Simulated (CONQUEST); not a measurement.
**NbAs under changes of volume**

One of the cells (17.395 Å³/atom); the others are scaled copies at fixed shape and fractional positions:

```
Nb As
1.0
     3.45170    0.00000    0.00000
     0.00000    3.45170    0.00000
     0.00000    0.00000   11.68000
Nb As
4 4
Direct
  0.00000 0.50000 0.00000
  0.50000 0.00000 0.50000
  0.00000 0.00000 0.75000
  0.50000 0.50000 0.25000
  0.00000 0.50000 0.41600
  0.50000 0.00000 0.91600
  0.00000 0.00000 0.16600
  0.50000 0.50000 0.66600
```

| Quantity | Value |
| --- | --- |
| Program | CONQUEST 1.3 |
| Functional | PBEsol |
| Potentials or basis | PseudoDojo NC PBEsol, DZP, grid of 36 × 36 × 120 points |
| k mesh | 8 × 8 × 3 |
| Occupations | fermi-dirac, width 0.05 eV |
| Spin | no spin polarisation |

| volume (Å³/atom) | energy over the lowest point (meV/atom) | pressure (GPa) | largest force (eV/Å) |
| --- | --- | --- | --- |
| 16.351 | 42.50 | 13.3 | 0.411 |
| 16.699 | ? | ? | ? |
| 17.047 | 5.22 | 4.3 | 0.356 |
| 17.395 | 0.00 | 0.4 | 0.328 |
| 17.743 | 3.20 | -3.2 | 0.302 |
| 18.091 | 13.94 | -6.4 | 0.275 |
| 18.438 | 30.72 | -8.9 | 0.254 |

Task: What does the run at 16.699 Å³/atom give?

Result: Energy over the lowest point 18.94 meV/atom; pressure 8.4 GPa; largest force 0.385 eV/Å.

Worked out: A Birch-Murnaghan fit of order 3 (a polynomial in V^(-2/3)) to the other rows has its minimum at 17.43 Å³/atom with B0 = V·E''(V) = 184 GPa and B' = 3.8 at fixed shape and positions, which overstates the stiffness. It gives 18.90 meV/atom at 16.699 Å³/atom, against the run's 18.94, and -dE/dV = 8.5 GPa, against 8.4.

Energies are extrapolated to zero smearing.

Caveats: the basis of atomic orbitals isn't converged, which shifts pressures, moduli and gaps.
